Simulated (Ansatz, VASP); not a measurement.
## BaZrO3 in VASP and in Ansatz

```xyz
5
Lattice="4.1810 0.0000 0.0000 0.0000 4.1810 0.0000 0.0000 0.0000 4.1810" Properties=species:S:1:pos:R:3 pbc="T T T"
Ba    0.0000    0.0000    0.0000
Zr    2.0905    2.0905    2.0905
O     0.0000    2.0905    2.0905
O     2.0905    0.0000    2.0905
O     2.0905    2.0905    0.0000
```

Alike in both runs: functional PBEsol; k mesh 6 × 6 × 6; occupations gaussian, width 0.02 eV; no spin polarisation.

Ansatz relaxed the structure, and its values are those at the end. VASP's run is a single point on that final structure, the one shown.

|  | VASP | Ansatz |
| --- | --- | --- |
| version | VASP 6.6.1 | Ansatz 0.2.0 |
| potentials or method | VASP PAW PBE potentials, release 64 (Ba_sv, Zr_sv, O) | scalar-relativistic, plane waves, PAW |
| plane-wave cutoff (eV) | 520 | 420 |
| valence electrons in the cell | 40 | 40 |

Ansatz gave:

```
gap on the k mesh at the Fermi level (eV) : 3.17
least direct gap on the mesh (eV)         : 3.36
pressure (GPa)                            : 0.0
```

Estimate VASP's values.

gap on the k mesh at the Fermi level (eV): 3.12; least direct gap on the mesh (eV): 3.33; pressure (GPa): 1.1.

Caveats: the PAW data sets were made with another functional, which shifts forces and pressure a little (VASP); spin-orbit coupling is left out, which moves the levels of the heavy elements. A k mesh can miss the band edges. As with any semilocal functional, this PBEsol gap is likely too small.
